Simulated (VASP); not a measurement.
# ZnS (F-43m) in VASP: band structure with HSE06

Aim: the band structure of ZnS with HSE06.

Program: VASP 6.6.1. These are calculated values, not measurements. Logs are shortened: lines on timing, memory, paths and dates and some standing lists are left out, and cuts for length are marked.

**Experimental background.**

From “Electronic, vibrational, and thermodynamic properties of ZnS (zincblende and rocksalt structure)”, 2009, arxiv:0911.5022, for a bulk crystal of ZnS at 19 K: band gap 3.85 eV (direct).

The runs below are set against these values where they give the same quantity.

### Step 1. The structure

The structure is cubic, space group F-43m (No. 216). The conventional cell has a = 5.361 Å, b = 5.361 Å, c = 5.361 Å, α = 90.00°, β = 90.00°, γ = 90.00°. Around Zn (site symmetry -43m) lie 4 S at 2.32 Å. S (site symmetry -43m) has 4 Zn at 2.32 Å as nearest neighbours.

The cell is a database's computed one.

### Step 2. Band structure, HSE06

The input, POSCAR:

```
ZnS
1.0
    0.0000000000      2.6804000000      2.6804000000
    2.6804000000      0.0000000000      2.6804000000
    2.6804000000      2.6804000000      0.0000000000
Zn S
1 1
Direct
    0.0000000000      0.0000000000      0.0000000000
    0.7500000000      0.7500000000      0.7500000000
```

The input, INCAR.step1:

```
SYSTEM = ZnS
  PREC = Accurate
  ENCUT = 520
  EDIFF = 1E-5
  ISMEAR = 0
  SIGMA = 0.02
  LREAL = .FALSE.
  LASPH = .TRUE.
  NELM = 100
  ALGO = Normal
  ISIF = 2
  LWAVE = .TRUE.
  LCHARG = .FALSE.
  GGA = PE
```

The input, INCAR.step2:

```
SYSTEM = ZnS
  PREC = Accurate
  ENCUT = 520
  EDIFF = 1E-7
  ISMEAR = 0
  SIGMA = 0.02
  LREAL = .FALSE.
  LASPH = .TRUE.
  NELM = 100
  ALGO = Normal
  ISIF = 2
  LWAVE = .FALSE.
  LCHARG = .FALSE.
  GGA = PE
  LHFCALC = .TRUE.
  HFSCREEN = 0.2
  PRECFOCK = Fast
  ISTART = 1
```

The input, KPOINTS:

```
regular mesh
0
G
  6 6 6
  0 0 0
```

The input, KPOINTS_OPT:

```
path GXWKGLUWLK,UX
12
line-mode
reciprocal
 0.0000000000  0.0000000000  0.0000000000  G
 0.5000000000  0.0000000000  0.5000000000  X

 0.5000000000  0.0000000000  0.5000000000  X
 0.5000000000  0.2500000000  0.7500000000  W

 0.5000000000  0.2500000000  0.7500000000  W
 0.3750000000  0.3750000000  0.7500000000  K

 0.3750000000  0.3750000000  0.7500000000  K
 0.0000000000  0.0000000000  0.0000000000  G

 0.0000000000  0.0000000000  0.0000000000  G
 0.5000000000  0.5000000000  0.5000000000  L

 0.5000000000  0.5000000000  0.5000000000  L
 0.6250000000  0.2500000000  0.6250000000  U

 0.6250000000  0.2500000000  0.6250000000  U
 0.5000000000  0.2500000000  0.7500000000  W

 0.5000000000  0.2500000000  0.7500000000  W
 0.5000000000  0.5000000000  0.5000000000  L

 0.5000000000  0.5000000000  0.5000000000  L
 0.3750000000  0.3750000000  0.7500000000  K

 0.6250000000  0.2500000000  0.6250000000  U
 0.5000000000  0.0000000000  0.5000000000  X
```

Potentials or basis: VASP PAW PBE potentials, release 64 (Zn, S).

The run is started by

```
$ cat potpaw_PBE.64/Zn/POTCAR potpaw_PBE.64/S/POTCAR > POTCAR
$ cp INCAR.step1 INCAR
$ mpirun -np 1 vasp_std > vasp.out
$ cp INCAR.step2 INCAR
$ mpirun -np 1 vasp_std > vasp.out
```

OUTCAR:

```text
SYSTEM = ZnS
   PREC = Accurate
   ENCUT = 520
   EDIFF = 1E-7
   ISMEAR = 0
   LREAL = .FALSE.
   LASPH = .TRUE.
   NELM = 100
   ISIF = 2
   GGA = PE
   LHFCALC = .TRUE.
   HFSCREEN = 0.2
   PRECFOCK = Fast
   ISTART = 1

 ion  position               nearest neighbor table
   1  0.000  0.000  0.000-   2 2.32   2 2.32   2 2.32   2 2.32
   2  0.750  0.750  0.750-   1 2.32   1 2.32   1 2.32   1 2.32

  LATTYP: Found a face centered cubic cell.
 ALAT       =     5.3608000000

  Lattice vectors:

 A1 = (   0.0000000000,   2.6804000000,   2.6804000000)
 A2 = (   2.6804000000,   0.0000000000,   2.6804000000)
 A3 = (   2.6804000000,   2.6804000000,   0.0000000000)

Analysis of symmetry for initial positions (statically):
=====================================================================
 Subroutine PRICEL returns:
 Original cell was already a primitive cell.

 Routine SETGRP: Setting up the symmetry group for a
 face centered cubic supercell.

 Subroutine GETGRP returns: Found 24 space group operations
 (whereof 24 operations were pure point group operations)
 out of a pool of 48 trial point group operations.

The static configuration has the point symmetry T_d .

Analysis of symmetry for dynamics (positions and initial velocities):
=====================================================================
 Subroutine PRICEL returns:
 Original cell was already a primitive cell.

 Routine SETGRP: Setting up the symmetry group for a
 face centered cubic supercell.

 Subroutine GETGRP returns: Found 24 space group operations
 (whereof 24 operations were pure point group operations)
 out of a pool of 48 trial point group operations.

The dynamic configuration has the point symmetry T_d .

 Subroutine INISYM returns: Found 24 space group operations
 (whereof 24 operations are pure point group operations),
 and found     1 'primitive' translations

----------------------------------------------------------------------------------------

                                     Primitive cell

  volume of cell :      38.5149

  direct lattice vectors                    reciprocal lattice vectors
     0.000000000  2.680400000  2.680400000    -0.186539322  0.186539322  0.186539322
     2.680400000  0.000000000  2.680400000     0.186539322 -0.186539322  0.186539322
     2.680400000  2.680400000  0.000000000     0.186539322  0.186539322 -0.186539322

  length of vectors
     3.790658033  3.790658033  3.790658033     0.323095584  0.323095584  0.323095584

  position of ions in fractional coordinates (direct lattice)
     0.000000000  0.000000000  0.000000000
     0.750000000  0.750000000  0.750000000

  ion indices of the primitive-cell ions
   primitive index   ion index
                 1           1
                 2           2

----------------------------------------------------------------------------------------

 KPOINTS: regular mesh

Automatic generation of k-mesh.
 Grid dimensions read from file:
 generate k-points for:    6    6    6

 Generating k-lattice:

  Cartesian coordinates                     Fractional coordinates (reciprocal lattice)
    -0.031089887  0.031089887  0.031089887     0.166666667  0.000000000  0.000000000
     0.031089887 -0.031089887  0.031089887     0.000000000  0.166666667  0.000000000
     0.031089887  0.031089887 -0.031089887     0.000000000  0.000000000  0.166666667

  Length of vectors
     0.053849264  0.053849264  0.053849264

  Shift w.r.t. Gamma in fractional coordinates (k-lattice)
     0.000000000  0.000000000  0.000000000

 Subroutine IBZKPT returns following result:
 ===========================================

 Found     16 irreducible k-points:

 Following reciprocal coordinates:
            Coordinates               Weight
  0.000000  0.000000  0.000000      1.000000
  0.166667  0.000000  0.000000      8.000000
  0.333333  0.000000  0.000000      8.000000
  0.500000  0.000000  0.000000      4.000000
  0.166667  0.166667  0.000000      6.000000
  0.333333  0.166667  0.000000     24.000000
[... 8 lines left out ...]
 -0.333333  0.333333  0.166667     24.000000
 -0.333333  0.500000  0.166667     12.000000
   k-points           NKPTS =     16   k-points in BZ     NKDIM =    216   number of bands    NBANDS=     13
   number of dos      NEDOS =    301   number of ions     NIONS =      2
   total plane-waves  NPLWV =  21952
   dimension x,y,z NGX =    28 NGY =   28 NGZ =   28
   dimension x,y,z NGXF=    56 NGYF=   56 NGZF=   56
   ions per type =               1   1
   NGX,Y,Z   is equivalent  to a cutoff of  12.28, 12.28, 12.28 a.u.
   NGXF,Y,Z  is equivalent  to a cutoff of  24.56, 24.56, 24.56 a.u.
 SYSTEM =  ZnS
   PREC   = accura    normal or accurate (medium, high low for compatibility)
   ISTART =      1    job   : 0-new  1-cont  2-samecut
   ICHARG =      0    charge: 1-file 2-atom 10-const
   ISPIN  =      1    spin polarized calculation?
   LNONCOLLINEAR =      F non collinear calculations
   LSORBIT =      F    spin-orbit coupling
   LASPH  =      T    aspherical Exc in radial PAW
   ENCUT  =  520.0 eV  38.22 Ry    6.18 a.u.   7.05  7.05  7.05*2*pi/ulx,y,z
   NELM   =    100;   NELMIN=  2; NELMDL=  0     # of ELM steps
   EDIFF  = 0.1E-06   stopping-criterion for ELM
   LREAL  =      F    real-space projection
   EDIFFG = 0.1E-05   stopping-criterion for IOM
   NSW    =      0    number of steps for IOM
   IBRION =     -1    ionic relax: 0-MD 1-quasi-New 2-CG
   NFREE  =      0    steps in history (QN), initial steepest desc. (CG)
   ISIF   =      2    stress and relaxation
   ISYM   =      3    0-nonsym 1-usesym 2-fastsym
   POTIM  = 0.5000    time-step for ionic-motion
   TEBEG  =    0.0;   TEEND  =   0.0 temperature during run
   PSTRESS=    0.0 pullay stress
   NELECT =      18.0000    total number of electrons
   NUPDOWN=      -1.0000    fix difference up-down
   EMIN   =  10.00;   EMAX   =-10.00  energy-range for DOS
   EFERMI =   0.00;   METHOD = LEGACY
   ISMEAR =     0;   SIGMA  =   0.02  broadening in eV -4-tet -1-fermi 0-gaus
   EFERMI_NEDOS =   21; number of points for ismear=-14 and -15
   IALGO  =     38    algorithm
   IMIX   =      1    mixing-type and parameters
     AMIX     =   0.40;   BMIX     =  1.00
     AMIX_MAG =   1.60;   BMIX_MAG =  1.00
  volume/ion in A,a.u.               =      19.26       129.96
  Fermi-wavevector in a.u.,A,eV,Ry     =   1.270446  2.400794 21.960237  1.614032
  Thomas-Fermi vector in A             =   2.403432
   LORBIT       =      0    0 simple, 1 ext, 2 COOP (PROOUT), +10 PAW based schemes
   GGA     = PE    functional components
   LHFCALC =     T    Hartree Fock is set to
   PRECFOCK=fast      Normal, Fast or Accurate (Low or Medium for compatibility)
   ENCUT4O =  -1.0   cutoff for four orbital integrals eV
   NKREDX  =     1    reduce k-point grid by
   NKREDY  =     1    reduce k-point grid by
   NKREDZ  =     1    reduce k-point grid by
   AEXX    =    0.2500 exact exchange contribution
   HFSCREEN=    0.2000 screening length (either q_TF or 0.3 A-1)
   HFSCREENC=   0.2000 screening length for correlation (either q_TF or 0.3 A-1)
   ENCUTFOCK=  -1.0 apply spherical cutoff to Coloumb kernel
   IVDW    =     0    specifies the selected vdW correction
   LEPSILON=     F    determine dielectric tensor
   LRPA    =     F    only Hartree local field effects (RPA)
 non-spin polarized calculation
 Gauss-broadening in eV      SIGMA  =   0.02
  energy-cutoff  :      520.00
  volume of cell :       38.51
 maximum number of plane-waves:      1056
  NGX = 16; NGY = 16; NGZ = 16

 number of electron      18.0000015 magnetization

 Free energy of the ion-electron system (eV)
  ---------------------------------------------------
  ext. energy  EPLUGINS =         0.00000000
  ---------------------------------------------------
  free energy    TOTEN  =        -8.38144593 eV

  energy without entropy =       -8.38144593  energy(sigma->0) =       -8.38144593

 E-fermi :   1.7230     XC(G=0):  -8.0481

 val. band max:        1.5954490121   @ k =   0.0000   0.0000   0.0000
 cond. band min:       5.0563993392   @ k =   0.0000   0.0000   0.0000
 fundamental gap:      3.4609503271
 Fermi energy:         1.7229682243

 k-point     1 :       0.0000    0.0000    0.0000
  band No.  band energies     occupation
      1     -12.9116      2.00000
      2      -6.3429      2.00000
      3      -6.3429      2.00000
      4      -6.3429      2.00000
      5      -5.8709      2.00000
      6      -5.8709      2.00000
      7       1.5954      2.00000
      8       1.5954      2.00000
      9       1.5954      2.00000
     10       5.0564      0.00000
     11       9.2849      0.00000
     12       9.2849      0.00000
     13       9.2849      0.00000

 k-point     2 :       0.1667    0.0000    0.0000
  band No.  band energies     occupation
      1     -12.6841      2.00000
      2      -6.3080      2.00000
      3      -6.3080      2.00000
      4      -6.3059      2.00000
      5      -5.8729      2.00000
      6      -5.8729      2.00000
      7      -0.2043      2.00000
      8       1.3253      2.00000
      9       1.3253      2.00000
     10       6.1731      0.00000
     11       9.2893      0.00000
     12       9.7280      0.00000
     13       9.7280      0.00000

 k-point     3 :       0.3333    0.0000    0.0000
  band No.  band energies     occupation
      1     -12.1708      2.00000
      2      -6.2499      2.00000
      3      -6.2499      2.00000
      4      -6.0661      2.00000
      5      -5.8608      2.00000
      6      -5.8608      2.00000
      7      -2.7607      2.00000
      8       0.8539      2.00000
      9       0.8539      2.00000
     10       6.3631      0.00000
     11       9.9481      0.00000
     12       9.9481      0.00000
     13      10.9072      0.00000
[... 177 lines left out ...]
 k-point    15 :      -0.3333    0.3333    0.1667
  band No.  band energies     occupation
      1     -11.6193      2.00000
      2      -6.1844      2.00000
      3      -6.1252      2.00000
      4      -5.9228      2.00000
      5      -5.8692      2.00000
      6      -5.4782      2.00000
      7      -3.5068      2.00000
      8      -1.5224      2.00000
      9      -0.4791      2.00000
     10       8.2645      0.00000
     11       8.8033      0.00000
     12      10.6741      0.00000
     13      12.4390      0.00000

 k-point    16 :      -0.3333    0.5000    0.1667
  band No.  band energies     occupation
      1     -11.5284      2.00000
      2      -6.1867      2.00000
      3      -6.0728      2.00000
      4      -5.9664      2.00000
      5      -5.8451      2.00000
      6      -5.4447      2.00000
      7      -3.4114      2.00000
      8      -1.3299      2.00000
      9      -1.2659      2.00000
     10       7.4908      0.00000
     11       8.3540      0.00000
     12      12.1044      0.00000
     13      12.1260      0.00000

------------------------ aborting loop because EDIFF is reached ----------------------------------------

  FORCE on cell =-STRESS in cart. coord.  units (eV):
  Direction    XX          YY          ZZ          XY          YZ          ZX
  --------------------------------------------------------------------------------------
  -------------------------------------------------------------------------------------
  Total        0.7060027      0.7060027      0.7060027      0.0000000     -0.0000000     -0.0000000
  in kB       29.3689305     29.3689305     29.3689305      0.0000000     -0.0000000     -0.0000000
  external PRESSURE =      29.3689305 kB  Pullay stress =       0.0000000 kB

 VOLUME and BASIS-vectors are now :
 -----------------------------------------------------------------------------
  energy-cutoff  :      520.00
  volume of cell :       38.51
      direct lattice vectors                 reciprocal lattice vectors
     0.000000000  2.680400000  2.680400000    -0.186539322  0.186539322  0.186539322
     2.680400000  0.000000000  2.680400000     0.186539322 -0.186539322  0.186539322
     2.680400000  2.680400000  0.000000000     0.186539322  0.186539322 -0.186539322

 POSITION                                       TOTAL-FORCE (eV/Angst)
 -----------------------------------------------------------------------------------
      0.00000      0.00000      0.00000         0.000000      0.000000      0.000000
      4.02060      4.02060      4.02060        -0.000000     -0.000000     -0.000000
 -----------------------------------------------------------------------------------
    total drift:                               -0.000011     -0.000004     -0.000005

  FREE ENERGIE OF THE ION-ELECTRON SYSTEM (eV)
  ---------------------------------------------------
  free  energy   TOTEN  =        -8.3814459337 eV

  energy  without entropy=       -8.3814459337  energy(sigma->0) =       -8.38144593
```

Run time: 34 min. Hardware: 1 thread of Intel Xeon 6975P-C (Granite Rapids), shared host; peak memory 0.35 GiB.

What came out:

| Quantity | Value |
| --- | --- |
| Free energy | -8.3814 eV |
| Pressure | 2.9 GPa |
| Band gap on the k mesh | 3.46 eV, direct |
| Band gap along the path | 3.46 eV, direct |

Levels at the corners of the path, in eV from the valence-band top:
| point | band 7 | band 8 | band 9 | band 10 | band 11 | band 12 |
| --- | --- | --- | --- | --- | --- | --- |
| Γ | 0.00 | 0.00 | 0.00 | 3.46 | 7.69 | 7.69 |
| X | -5.11 | -2.45 | -2.45 | 4.34 | 5.27 | 12.77 |
| X | -5.11 | -2.45 | -2.45 | 4.34 | 5.27 | 12.77 |
| W | -4.96 | -3.08 | -2.99 | 6.80 | 7.68 | 9.31 |
| W | -4.96 | -3.08 | -2.99 | 6.80 | 7.68 | 9.31 |
| K | -5.03 | -3.47 | -1.99 | 5.21 | 7.37 | 10.87 |
| K | -5.03 | -3.47 | -1.99 | 5.21 | 7.37 | 10.87 |
| Γ | 0.00 | 0.00 | 0.00 | 3.46 | 7.69 | 7.69 |
| Γ | 0.00 | 0.00 | 0.00 | 3.46 | 7.69 | 7.69 |
| L | -5.78 | -0.95 | -0.95 | 4.62 | 8.19 | 8.19 |
| L | -5.78 | -0.95 | -0.95 | 4.62 | 8.19 | 8.19 |
| U | -5.03 | -3.47 | -1.99 | 5.21 | 7.37 | 10.87 |
| U | -5.03 | -3.47 | -1.99 | 5.21 | 7.37 | 10.87 |
| W | -4.96 | -3.08 | -2.99 | 6.80 | 7.68 | 9.31 |
| W | -4.96 | -3.08 | -2.99 | 6.80 | 7.68 | 9.31 |
| L | -5.78 | -0.95 | -0.95 | 4.62 | 8.19 | 8.19 |
| L | -5.78 | -0.95 | -0.95 | 4.62 | 8.19 | 8.19 |
| K | -5.03 | -3.47 | -1.99 | 5.21 | 7.37 | 10.87 |
| U | -5.03 | -3.47 | -1.99 | 5.21 | 7.37 | 10.87 |
| X | -5.11 | -2.45 | -2.45 | 4.34 | 5.27 | 12.77 |

Caveat: the PAW data sets were made with another functional, which shifts forces and pressure a little.

### Step 3. How close it comes

Step 2. Measured gap of ZnS: 3.85 eV (direct; 19 K; quoted in “Electronic, vibrational, and thermodynamic properties of ZnS (zincblende and rocksalt structure)”, 2009, arxiv:0911.5022). This calculation gives 3.46 eV (-0.39 eV). The value is that of HSE06, without temperature or zero-point motion. The cell is a database's relaxed one, not the measured one, which moves gaps too.
